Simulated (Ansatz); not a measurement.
What a change of settings does to a run on AlN

The structure comes from a relaxation in the same program, started in the rocksalt type. Whether it is a known phase or the ground state wasn't checked. The listed cell was then made from it by scaling, straining or moving an atom.

First run: DFT, PBE, all-electron LAPW, scalar-relativistic (Ansatz 0.2.0).

Command: `ansatz run input.yaml --threads 1 --pin off --max-ram 2048MiB --backend cpu --events-out ev --progress --plain --runs-dir out` The run took about 31 s on 1 thread of a shared machine.

```yaml
crystal:
  lattice:
    - [0.0, 1.9741967065, 2.0352543366]
    - [1.9741967065, 0.0, 2.0352543366]
    - [1.9741967065, 1.9741967065, 0.0]
  atoms:
    - { symbol: Al, position: [0.0, 0.0, 0.0] }
    - { symbol: "N", position: [0.5, 0.5, 0.5] }
kpoints:
  mp_grid: { grid: [14, 14, 14] }
scf:
  occupations: { method: fermi_dirac, width: 0.03 }
hamiltonian:
  xc: pbe
  pseudopotentials: { kind: all_electron, lapw: { basis_error: 0.00025 } }
output:
  forces: true
  stress: true
  eigenvalues: true
```

Result: converged; pressure 17.81 GPa; gap on the k mesh 4.80 eV; 7 SCF iterations.

The input is then changed:

```diff
@@ -8,5 +8,5 @@
     - { symbol: "N", position: [0.5, 0.5, 0.5] }
 kpoints:
-  mp_grid: { grid: [14, 14, 14] }
+  mp_grid: { grid: [5, 5, 5] }
 scf:
   occupations: { method: fermi_dirac, width: 0.03 }
@@ -18,3 +18,5 @@
   stress: true
   eigenvalues: true
+magnetization:
+  spin_polarized: true
```

Question: Predict the outcome of the changed run.

Answer: It converged; pressure 17.82 GPa; moment 0.00 μB; 7 SCF iterations. Some of these settings are too coarse for converged properties.

The results part of its log:

```
SCF 1 converged in 7 iterations: F = -8099.988462 eV  dr2 = 3.71e-10
SCF converged after 7 iterations
Magnetization: 0.0000 μB (9.0000 up, 9.0000 down)
Absolute magnetization: 0.0000 μB (∫|ρ↑−ρ↓|)
Spin contamination: 0.0000 ħ² per cell (⟨S²⟩ above its minimum at these occupations)
Per-site moments (μB) at R_I (Å): [(0.0, 1.023003217589202), (0.0, 0.9511934594929747)]
Free energy (F): -8099.988462 eV
Harris-Foulkes:  -8099.988462 eV  (|F-HF|=8.49e-10)
Internal energy: -8099.988462 eV  (E = F + TS)
E sigma→0 (E₀):  -8099.988462 eV
Fermi energy:    16.637290 eV
--- Per-component energies (eV) ---
  E_band       = -1135.302242
  E_kinetic    = 8114.507173
  E_xc         = -699.442773
  E_electrostatic = -15515.052861  (all electrons and nuclei)
  E_smearing   = -0.000000  (= −TS)
  E_closure    = 0.000000  (closes the sum)
  E_atoms      = -8085.525438  (free atoms, spherical and without spin; not in F)
  Σ components = -8099.988462   (vs F -8099.988462, Δ=0.00e0)
  Basis errors (estimates in eV, not in F): energy 1.1e-4 per atom: plane waves 1.0e-4 (5.3e-5 summed), levels above the bands 6.2e-171, relativity 5.6e-9, radial functions 9.1e-6, core shells 1.1e-12; eigenvalues (radial functions only) 1.4e-6; not estimated: angular momenta, meshes, grids; target (lapw.basis_error) 2.5e-4; muffin-tin radii N 0.951 Å, Al 1.023 Å
--- Forces (eV/Å), atoms counted from 1 ---
  atom   1  Al     0.00000000     0.00000000    -0.00000000
  atom   2  N      0.00000000     0.00000000    -0.00000000
  max |Σ_I F_I| component: 3.16e-30 eV/Å
--- Stress (GPa, compression-positive) ---
       21.356052       0.000000       0.000000
        0.000000      21.356052       0.000000
        0.000000       0.000000      10.743074
  P = ⅓ Tr σ = 17.8184 GPa (178.184 kbar)
--- Band table (eV; the first three rows and the last of 36) ---
  k-point 0 ↑: bands = ["-360.4784", "-88.0090", "-49.4773", "-49.4564", "-49.4564", "-4.0886", "13.7726", "13.7726", "13.9775", "20.1019", "25.8516", "26.2715", "26.2715"]
  k-point 1 ↑: bands = ["-360.4784", "-88.0077", "-49.4823", "-49.4635", "-49.4575", "-3.2513", "10.6215", "13.3772", "13.4047", "21.2156", "24.8623", "26.4497", "26.9999"]
  k-point 2 ↑: bands = ["-360.4784", "-88.0057", "-49.4944", "-49.4709", "-49.4593", "-1.2186", "6.1709", "12.7206", "12.8348", "20.3562", "25.1061", "25.7840", "27.2485"]
  k-point 17 ↓: bands = ["-360.4784", "-88.0044", "-49.5011", "-49.4718", "-49.4650", "0.3088", "6.6743", "8.8650", "11.4140", "19.8224", "22.4508", "27.2661", "29.9026"]
```
